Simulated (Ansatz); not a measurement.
## Equation of state of Ta from a dense series

```
CELL_PARAMETERS angstrom
-1.65128 1.65128 1.65128
1.65128 -1.65128 1.65128
1.65128 1.65128 -1.65128
ATOMIC_POSITIONS crystal
Ta 0.00000 0.00000 0.00000
```

The cell is COD entry 1541266, as deposited and not checked against the literature; nothing was relaxed.

No spin–orbit coupling, which matters for the heavy atoms here.

All numbers below come from DFT, PBE, all-electron LAPW, scalar-relativistic (Ansatz 0.2.0).

The runs use a Γ-centred 17×17×17 k mesh, Fermi–Dirac smearing of 0.08 eV, basis error target 0.5 meV/atom, no spin polarisation.

The cell is scaled evenly. Fractional coordinates are held (clamped ions).

```csv
V (Å³/atom),P (GPa)
16.930,17.37
16.939,17.23
17.290,12.13
17.470,9.70
17.650,7.38
17.830,5.16
18.010,3.06
18.190,1.05
18.371,-0.86
18.551,-2.68
19.091,-7.65
```

**Question.** Fit a third-order Birch–Murnaghan curve to the pressures.

**Answer.** P = (3B0/2)(y^(7/2) − y^(5/2))[1 + (3/4)(B0′ − 4)(y − 1)] with y = (V0/V)^(2/3) fits within 0.01 GPa for V0 = 18.289 Å³/atom, B0 = 193.7 GPa and B0′ = 3.88.

**Question.** Predict the pressure at the withheld volume, 18.731 Å³/atom.

**Answer.** There y = 0.9842, so the fit gives -4.42 GPa; the run gave -4.42 GPa.
